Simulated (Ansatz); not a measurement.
Rh under pressure: fit and missing row

Rh, Fm-3m, a = 3.800 Å. Ansatz: r2SCAN, PAW, 500 eV, Γ-centred 18×18×18 mesh on 1 atom, Gaussian smearing 0.10 eV; no spin polarisation. Cell and atoms are relaxed at each pressure, and no other structure is tried, so the rows at high pressure may lie past a change of phase.

| V (Å³/atom) | P (GPa) |
| --- | --- |
| 11.848 | 59.98 |
| 12.594 | 30.00 |
| 13.086 | 15.00 |
| 13.358 | 8.00 |
| ? | 3.01 |
| 13.717 | -0.01 |
| 13.868 | -3.01 |

**Question.** Take V0 = 13.717 Å³/atom, count pressures from its P0 = -0.01 GPa, fit the third-order Birch–Murnaghan form to the other rows, and predict the missing volume.

**Answer.** With the Eulerian strain f = ½[(V0/V)^(2/3) − 1] and y = (P − P0)/[3f(1 + 2f)^(5/2)], the form is the line y = B0 + 1.5 B0 (B0′ − 4) f. Rows (f, y): 0.05129, 305.4; 0.02930, 296.1; 0.01595, 290.0; 0.00892, 286.4; -0.00364, 279.8. Means f = 0.02036, y = 291.54; Σ(Δf)² = 0.001763, ΣΔfΔy = 0.8168; the slope is their ratio. y = 282.1 + 463.3 f GPa, so B0 = 282.1 GPa and B0′ = 4 + 2 × (463.3)/(3 × 282.1) = 5.09. P = 3.01 GPa is met at f = 0.00349 (y = 283.72), so V = V0 (1 + 2f)^(−3/2) = 13.575 Å³/atom. The run gave 13.575 Å³/atom, the same to the digits shown.

The mesh isn't the same in all rows (18×18×18, 20×20×20).